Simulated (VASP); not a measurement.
Wanted: the native input for a VASP 6.6.1 run.

| Quantity | Value |
| --- | --- |
| Task | relaxation of the atoms |
| Functional | r2SCAN |
| Potentials or basis | VASP PAW PBE potentials, release 64 (K_sv, I) |
| Cutoff | 600 eV |
| k mesh | 8 × 8 × 8 |
| Occupations | gaussian, width 0.03 eV |
| Spin | no spin polarisation |
| Further INCAR settings | ALGO = Normal; EDIFF = 1e-07; IBRION = 2; EDIFFG = -0.01; NSW = 40 |

The structure of KI lies in POSCAR:

```
KI                                      
1.0
   -0.0000000000      3.5251330964      3.5251330964
    3.5251330964      0.0000000000      3.5251330964
    3.5251330964      3.5251330964      0.0000000000
  K               I             
     1     1
Direct
     0.0000000000000000    0.0000000000000000    0.0000000000000000
     0.5000000000000000    0.5000000000000000    0.5000000000000000
```

The cell isn't the ideal one: a relaxed cell with its volume scaled by 0.98.

These files were run (other wordings do the same):

INCAR

```
SYSTEM = KI
ALGO = Normal
EDIFF = 1E-7
EDIFFG = -0.01
ENCUT = 600
IBRION = 2
ISIF = 2
ISMEAR = 0
LASPH = .True.
LCHARG = .False.
LMIXTAU = .True.
LREAL = .False.
LWAVE = .False.
METAGGA = R2SCAN
NELM = 80
NSW = 40
PREC = Accurate
SIGMA = 0.03
```

KPOINTS

```
k-points
0
Gamma
  8 8 8
  0 0 0
```

Potentials or basis: VASP PAW PBE potentials, release 64 (K_sv, I).

Launch:

```bash
$ cat potpaw_PBE.64/K_sv/POTCAR potpaw_PBE.64/I/POTCAR > POTCAR
$ mpirun -np 1 vasp_std > vasp.out
```

It gave:

```json
{
 "Pressure after relaxing": "0.2 GPa",
 "Band gap on the k mesh": "4.62 eV, direct"
}
```

Caveat: the relaxation stopped at its first step, so nothing moved; the PAW data sets were made with another functional, which shifts forces and pressure a little; spin-orbit coupling is left out, which moves the levels of the heavy elements.

It took 2.4 min on 1 thread of Intel(R) Xeon(R) Platinum 8559C (Emerald Rapids) (shared host), peak memory 0.27 GiB.
